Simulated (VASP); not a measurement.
Crystal: ZnS.

```
CELL_PARAMETERS angstrom
0.00000 2.68033 2.68033
2.68033 0.00000 2.68033
2.68033 2.68033 0.00000
ATOMIC_POSITIONS crystal
Zn 0.25000 0.25000 0.25000
S 0.00000 0.00000 0.00000
```

Base run:

- Program: VASP 6.6.1
- Functional: TB-mBJ
- Potentials or basis: VASP PAW PBE potentials, release 64 (Zn, S)
- Cutoff: 520 eV
- k mesh: 10 × 10 × 10
- Occupations: gaussian, width 0.03 eV
- Spin: no spin polarisation

Its results: band gap on the k mesh 3.79 eV, direct.

Question: After a change of settings the same cell gave: band gap on the k mesh 2.79 eV, direct. Which change was it?
A. functional from TB-mBJ to PBE; further incar settings from ALGO = Normal; EDIFF = 1e-07; NBANDS = 16 to ALGO = Fast; EDIFF = 1e-07; NBANDS = 16
B. functional from TB-mBJ to r2SCAN
C. functional from TB-mBJ to PBE; further incar settings from ALGO = Normal; EDIFF = 1e-07; NBANDS = 16 to ALGO = Fast; EDIFF = 1e-07; NBANDS = 57

Answer: B.
